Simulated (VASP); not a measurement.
Write the native input for VASP 6.6.1 that does the following.

```yaml
Task: band structure
Functional: HSE06
Potentials_or_basis: VASP PAW PBE potentials, release 64 (K_sv, I)
Cutoff: 520 eV
k_mesh: 4 × 4 × 4
Occupations: gaussian, width 0.03 eV
Spin: spin-orbit coupling, no magnetisation
Grid_for_exact_exchange_PRECFOCK: Fast
Screening_parameter: 0.2 1/A
Further_INCAR_settings: ALGO = Normal; EDIFF = 1e-07
```

The system is KI.

```
CELL_PARAMETERS angstrom
0.00000 3.50812 3.50812
3.50812 0.00000 3.50812
3.50812 3.50812 0.00000
ATOMIC_POSITIONS crystal
K 0.00000 0.00000 0.00000
I 0.50000 0.50000 0.50000
```

The input as run:

POSCAR

```
KI                                      
1.0
    0.0000000000      3.5081227350      3.5081227350
    3.5081227350      0.0000000000      3.5081227350
    3.5081227350      3.5081227350      0.0000000000
  K               I             
     1     1
Direct
     0.0000000000000000    0.0000000000000000    0.0000000000000000
     0.5000000000000000    0.5000000000000000    0.5000000000000000
```

INCAR.step1

```
SYSTEM = KI
ALGO = Normal
EDIFF = 1E-5
ENCUT = 520
GGA = PE
GGA_COMPAT = .False.
ISIF = 2
ISMEAR = 0
KPAR = 4
LASPH = .True.
LCHARG = .False.
LORBIT = 11
LREAL = .False.
LSORBIT = .True.
LWAVE = .True.
MAGMOM = 0 0 0 0 0 0
NELM = 80
PREC = Accurate
SIGMA = 0.03
```

INCAR.step2

```
SYSTEM = KI
ALGO = Normal
EDIFF = 1E-7
ENCUT = 520
GGA = PE
GGA_COMPAT = .False.
HFSCREEN = 0.2
ISIF = 2
ISMEAR = 0
ISTART = 1
KPAR = 4
LASPH = .True.
LCHARG = .False.
LHFCALC = .True.
LORBIT = 11
LREAL = .False.
LSORBIT = .True.
LWAVE = .False.
MAGMOM = 0 0 0 0 0 0
NELM = 80
PREC = Accurate
PRECFOCK = Fast
SIGMA = 0.03
```

KPOINTS

```
k-points
0
Gamma
  4 4 4
  0 0 0
```

KPOINTS_OPT

```
explicit points
6
Reciprocal
 0.0000000000  0.0000000000  0.0000000000 1
 0.3750000000  0.3750000000  0.7500000000 1
 0.5000000000  0.5000000000  0.5000000000 1
 0.6250000000  0.2500000000  0.6250000000 1
 0.5000000000  0.2500000000  0.7500000000 1
 0.5000000000  0.0000000000  0.5000000000 1
```

Potentials or basis: VASP PAW PBE potentials, release 64 (K_sv, I).

Run with:

```console
$ cat potpaw_PBE.64/K_sv/POTCAR potpaw_PBE.64/I/POTCAR > POTCAR
$ cp INCAR.step1 INCAR
$ mpirun -np 4 vasp_ncl > vasp.out
$ cp INCAR.step2 INCAR
$ mpirun -np 4 vasp_ncl > vasp.out
```

It gave:

| Quantity | Value |
| --- | --- |
| Pressure | 0.7 GPa |
| Valence electrons inside the program's atomic spheres | K 7.60; I 4.43 |

Caveat: the k mesh is coarse (spacing up to 0.39 Å⁻¹), so the values aren't converged, least of all with exact exchange; the PAW data sets were made with another functional, which shifts forces and pressure a little.

Wall time 7.5 min on 4 MPI ranks on AMD EPYC 9R45 (Zen 5), with other jobs on the host, peak memory 0.53 GiB a rank.
